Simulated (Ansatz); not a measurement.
# P: the cost of one run

Method: DFT r2SCAN, scalar-relativistic, plane waves, PAW, in Ansatz 0.2.0.

28 further runs of the same task are left out: 28 set aside as unsound or not needed.

**1. The starting structure**

It takes space group P-3m1 (No. 164, trigonal). The conventional cell has a = 3.096 Å, b = 3.096 Å, c = 28.000 Å, α = 90.00°, β = 90.00°, γ = 120.00°. Around P (site symmetry 3m) lie 3 P at 2.14 Å.

Coordinates:

```cif
data_structure
_symmetry_space_group_name_H-M 'P 1'
_symmetry_Int_Tables_number 1
_cell_length_a 3.0956
_cell_length_b 3.0956
_cell_length_c 28.0000
_cell_angle_alpha 90.000
_cell_angle_beta 90.000
_cell_angle_gamma 120.000
_cell_volume 232.37
loop_
_atom_site_label
_atom_site_type_symbol
_atom_site_fract_x
_atom_site_fract_y
_atom_site_fract_z
_atom_site_occupancy
P1 P 0.33333 0.66667 0.52102 1
P2 P 0.66667 0.33333 0.47898 1
```

**5. Setting up the map**

Atoms count from 1 in the order of the input.

The lattice constant and the buckling of a sheet are varied, nothing relaxed.

The axes are (1) lattice constant a of the sheet (both vectors scaled alike): 8 values from 3.028 to 3.470 Å; (2) buckling: height of P1 above P2: 8 values from 0.000 to 1.835 Å.

Nothing else is relaxed. Points are written as (first, second).

(The set-up runs are not shown.)

**6. Point (3.028 Å, 0.000 Å)**

The sheet is isolated along c: the input cuts the Coulomb interaction between periodic copies.

input.yaml

```yaml
crystal:
  lattice:
    - [3.028, 0.0, 0.0]
    - [-1.514, 2.6223249227, 0.0]
    - [0.0, 0.0, 28.0]
  atoms:
    - { symbol: P, position: [0.3333333333, 0.6666666667, 0.5] }
    - { symbol: P, position: [0.6666666667, 0.3333333333, 0.5] }
  periodic: [true, true, false]
basis:
  ecutwfc: 500
kpoints:
  mp_grid: { grid: [9, 9, 1] }
hamiltonian:
  xc: r2scan
scf:
  occupations: { method: gaussian, width: 0.02 }
output:
  forces: true
  stress: true
  eigenvalues: true
```

Started as:

```sh
ansatz run input.yaml --threads 1 --pin off --max-ram 3072MiB --backend cpu --events-out ev --progress --plain --runs-dir out
```

Q: Estimate wall time and peak memory on 1 thread of AMD EPYC 9R45 (Zen 5), shared host.

About 2.9 s, with a peak of 0.92 GiB.
